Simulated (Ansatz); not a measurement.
BaTiO3:

```
Ba Ti O
1.0
     0.00000   -2.83705   -2.84580
    -3.98410    2.83705   -2.84580
     3.98410    2.83705   -2.84580
Ba Ti O
2 2 6
Direct
  0.01483 0.52342 0.49595
  0.98517 0.97658 0.00405
  0.46949 0.00348 0.49813
  0.51471 0.48862 0.99397
  0.48613 0.25419 0.28052
  0.52967 0.75371 0.72738
  0.43502 0.81668 0.27996
  0.55996 0.18961 0.72633
  0.02114 0.00157 0.50510
  0.99144 0.49592 0.99239
```

* Program: Ansatz 0.2.0
* Task: relaxation of cell and atoms
* Functional: RPBE
* Potentials or basis: Ansatz PAW
* Cutoff: 420 eV (not typed: the program's choice for these potentials)
* k mesh: 7 × 5 × 5
* Occupations: fermi-dirac, width 0.05 eV
* Spin: no spin polarisation

At the start: volume 12.87 Å³/atom.

How do energy, volume and symmetry change on relaxing?

It ends after 16 steps and the volume is 14.10 Å³/atom (+9.6 %); space group Amm2 (No. 38, to 0.05 Å).

Step by step:
| step | energy change (eV) | largest force (eV/Å) | volume (Å³) |
| --- | --- | --- | --- |
| 1 | 0.0000 | 11.8348 | 128.67 |
| 2 | -3.5311 | 4.7130 | 132.83 |
| 3 | -4.5664 | 1.0348 | 135.41 |
| 4 | -4.7392 | 0.1544 | 136.55 |
| 5 | -4.7499 | 0.0652 | 140.09 |
| 6 | -4.7669 | 0.0165 | 138.72 |
| 7 | -4.7689 | 0.0320 | 138.66 |
| 8 | -4.7706 | 0.0145 | 138.83 |
| 9 | -4.7706 | 0.0061 | 138.99 |
| 10 | -4.7705 | 0.0103 | 139.05 |
| 11 | -4.8265 | 0.0100 | 139.05 |
| 12 | -4.8283 | 0.0137 | 140.52 |
| 13 | -4.8275 | 0.0099 | 140.89 |
| 14 | -4.8335 | 0.0096 | 140.89 |
| 15 | -4.8332 | 0.0007 | 141.04 |
| 16 | -4.8337 | 0.0007 | 141.04 |

Final structure:
```
CELL_PARAMETERS angstrom
0.00007 -2.80419 -2.80453
-4.18018 2.96037 -2.96013
4.24785 3.00778 -3.00759
ATOMIC_POSITIONS crystal
Ba 0.00073 0.50018 0.48191
Ba 0.00074 0.00018 0.98190
Ti 0.50069 0.00019 0.46449
Ti 0.50070 0.50019 0.96450
O 0.50078 0.23748 0.26887
O 0.50078 0.73748 0.76887
O 0.50078 0.76362 0.26900
O 0.50078 0.26362 0.76900
O 0.00080 0.00042 0.51762
O 0.00080 0.50042 0.01761
```

Caveat: the plane-wave basis is chosen anew once the cell has moved, so the energies of steps on either side of that aren't comparable; the pressure holds a Pulay correction of +0.4 GPa for the finite cutoff; the PAW data sets come from PBE, with cores solved anew for the run's functional, which leaves a small shift of forces and pressure.
